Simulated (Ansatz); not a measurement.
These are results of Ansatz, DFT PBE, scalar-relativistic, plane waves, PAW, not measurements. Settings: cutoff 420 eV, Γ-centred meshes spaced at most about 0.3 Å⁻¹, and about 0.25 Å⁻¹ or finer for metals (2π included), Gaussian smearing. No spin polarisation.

Each guess is relaxed in cell and atoms at zero pressure, on a coarse mesh first where it starts far from rest and then on a converged one. The steps can't lower the symmetry of the start, but it can rise. Energies are static (0 K, no zero-point motion).

This guess for Si2Mo isn't its lowest structure:

Space group Cmmm (No. 65). a = 6.855 Å, b = 6.915 Å, c = 4.236 Å, α = 90.00°, β = 90.00°, γ = 90.00°
```csv
atom,site,symmetry,x,y,z
Si,4i,m2m,0.5000,0.2541,0.0000
Si,4h,2mm,0.7965,0.0000,0.5000
Mo,4g,2mm,0.2243,0.0000,0.0000
```

Problem. What does it relax into?

Solution. Cmmm at 16.7 Å³/atom → P4/mmm at 19.3 Å³/atom. Conventional cell: a = 3.489 Å, c = 4.761 Å. Si on its first site has 4 Mo at 2.47 Å; Si on its second site has 2 Mo at 2.38 Å; Mo has 6 Si at 2.38–2.47 Å.

Space group P4/mmm (No. 123). a = 3.489 Å, b = 3.489 Å, c = 4.761 Å, α = 90.00°, β = 90.00°, γ = 90.00°
| atom | site | symmetry | x | y | z |
| --- | --- | --- | --- | --- | --- |
| Si | 1a | 4/mmm | 0.0000 | 0.0000 | 0.0000 |
| Si | 1d | 4/mmm | 0.5000 | 0.5000 | 0.5000 |
| Mo | 1c | 4/mmm | 0.5000 | 0.5000 | 0.0000 |

Problem. Compare it with the lowest Si2Mo structure at this level.

Solution. It lies 0.93 eV/atom above the lowest of the 8 forms computed, a structure that the Crystallography Open Database (COD) lists. Space group I4/mmm (No. 139), tetragonal, a = 3.217 Å, c = 7.873 Å. Around Si lie 5 Si at 2.60–2.64 Å, 5 Mo at 2.62–2.64 Å and 4 Si at 3.22 Å; Mo is surrounded by 10 Si at 2.62–2.64 Å and 4 Mo at 3.22 Å. That form has 13.6 Å³/atom and no gap on its mesh, nor has the guess's end. Counting Si atoms around Mo (those within 1.25 times the shortest such distance or 1.15 times the sum of covalent radii), the guess's end has Mo 6 and the lowest form has Mo 10. Shaken at random and relaxed again, the guess's end falls into a cell with space group Cmc2_1 (No. 36), 0.64 eV/atom lower, so it is a saddle point or a shallow minimum.

Some candidate types were left out of the draw beforehand, so a known form may be missing.
